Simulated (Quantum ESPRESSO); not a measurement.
The system is BeS.

```
S Be
1.0
     0.00000    2.42500    2.42500
     2.42500    0.00000    2.42500
     2.42500    2.42500    0.00000
S Be
1 1
Direct
  0.75000 0.75000 0.75000
  0.00000 0.00000 0.00000
```

Base run:

* Program: Quantum ESPRESSO 7.5
* Functional: LDA
* Potentials or basis: GBRV 1.5 LDA
* Cutoff: 612 eV
* Density cutoff: 4898 eV
* k mesh: 9 × 9 × 9
* Occupations: fermi-dirac, width 0.05 eV
* Spin: no spin polarisation

Its results: band gap on the k mesh 2.99 eV, indirect (least direct gap 5.52 eV); pressure -3.2 GPa.

Question: The run is repeated on the same cell with these changes: functional from LDA to PBEsol; potentials or basis from GBRV 1.5 LDA to GBRV 1.5 PBEsol. What comes out?

Answer: Band gap on the k mesh 3.03 eV, indirect (least direct gap 5.59 eV); pressure -0.7 GPa.

Caveats: the mesh misses the band edges, which the band path finds closer together.
